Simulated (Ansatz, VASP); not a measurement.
## Two plane-wave programs on Co

Contents of INCAR:

```
SYSTEM = Co
ALGO = Fast
EDIFF = 1E-6
ENCUT = 520
GGA = PE
ISIF = 2
ISMEAR = 0
ISPIN = 2
LASPH = .True.
LCHARG = .False.
LMAXMIX = 4
LORBIT = 11
LREAL = .False.
LWAVE = .False.
MAGMOM = 3 3 3 3
NBANDS = 30
NELM = 150
PREC = Accurate
SIGMA = 0.1
```

Contents of KPOINTS:

```
k-points
0
Gamma
  6 6 6
  0 0 0
```

The input POSCAR:

```
Co
1.0
    1.3926417893     -4.4177458573      0.0000000000
    1.3926417893      4.4177458573      0.0000000000
    0.0000000000      0.0000000000      3.6856622581
Co
4
Direct
    0.0980000000      0.9020000000      0.9100000000
    0.5980000000      0.4020000000      0.5900000000
    0.9020000000      0.0980000000      0.0900000000
    0.4020000000      0.5980000000      0.4100000000
```

Input for Ansatz:

```yaml
crystal:
  lattice:
    - [1.3926417893, -4.4177458573, 0.0]
    - [1.3926417893, 4.4177458573, 0.0]
    - [0.0, 0.0, 3.6856622581]
  atoms:
    - { symbol: Co, position: [0.098, 0.902, 0.91], spin: 3.0 }
    - { symbol: Co, position: [0.598, 0.402, 0.59], spin: 3.0 }
    - { symbol: Co, position: [0.902, 0.098, 0.09], spin: 3.0 }
    - { symbol: Co, position: [0.402, 0.598, 0.41], spin: 3.0 }
basis:
  ecutwfc: 420
kpoints:
  mp_grid: { grid: [6, 6, 6] }
hamiltonian:
  xc: pbe
scf:
  occupations: { method: gaussian, width: 0.1 }
  lower_state_search: "off"
output:
  forces: true
  stress: true
  eigenvalues: true
  populations: true
magnetization:
  spin_polarized: true
```

Alike in both runs: task single point; functional PBE; k mesh 6 × 6 × 6; occupations gaussian, width 0.1 eV; collinear spin.

|  | VASP | Ansatz |
| --- | --- | --- |
| version | VASP 6.6.1 | Ansatz 0.2.0 |
| potentials or method | VASP PAW PBE potentials, release 64 (Co) | scalar-relativistic, plane waves, PAW |
| plane-wave cutoff (eV) | 520 | 420 |
| valence electrons in the cell | 36 | 68 |

```tsv
	VASP	Ansatz	Ansatz less VASP
gap on the k mesh at the Fermi level (eV)	none	none	-
rms of the force components (eV/Å)	6.048	6.578	+0.5300
net moment per atom (μB)	0.92	0.85	-0.074
size of the moment on the site where the two differ most (μB)	0.89	0.80	-0.089
```

Site moments also hang on the region over which each program counts them. Atom by atom the forces differ by 0.537 eV/Å (rms over components). A gap of «none» marks a metal or a gap that the smearing closes. With one functional, cell and mesh, what is left measures potentials, basis and numerics. The two sets of potentials don't hold the same shells in valence.

Caveats: the k mesh is coarse (spacing up to 0.39 Å⁻¹), so the values aren't converged; forces of over 1 eV/Å show positions far from the minimum, so gaps and moduli don't describe the material at rest.
